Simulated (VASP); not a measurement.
## MgS: single point with PBE

The system is MgS.

```
Mg S
1.0
     3.62123    0.00000    0.00000
    -1.81062    3.13608    0.00000
     0.00000    0.00000    6.56389
Mg S
2 2
Direct
  0.00000 0.00000 0.00000
  0.33333 0.66667 0.50000
  0.66667 0.33333 0.25000
  0.66667 0.33333 0.75000
```

The cell was built by a generator and needn't be a form met in nature.

```
Program                : VASP 6.6.1
Task                   : single point
Functional             : PBE
Potentials or basis    : VASP PAW PBE potentials, release 64 (Mg, S)
Cutoff                 : 520 eV
k mesh                 : 9 × 9 × 6
Occupations            : gaussian, width 0.02 eV
Spin                   : no spin polarisation
Dipole correction      : no
Further INCAR settings : ALGO = Normal; EDIFF = 1e-06; NBANDS = 16
```

```json
{"Pressure": "-0.2 GPa", "Band gap on the k mesh": "1.19 eV, indirect (least direct gap 1.26 eV)"}
```

Levels at points of the mesh, in eV from the valence-band top:
```
           k point  band 5  band 6  band 7  band 8  band 9  band 10  band 11  band 12
(0.00, 0.00, 0.00)   -0.94   -0.74   -0.19   -0.19    1.98     5.46     5.54     6.78
(0.00, 0.00, 0.50)   -0.60   -0.60   -0.60   -0.60    3.72     3.72     7.47     7.47
```

It took 21 s on 1 thread of Intel(R) Xeon(R) 6975P-C (Granite Rapids) (shared host), peak memory 0.21 GiB.

Caveat: an odd mesh through Γ misses points on the zone boundary, where band edges often lie. As with any semilocal functional, this PBE gap is likely too small.
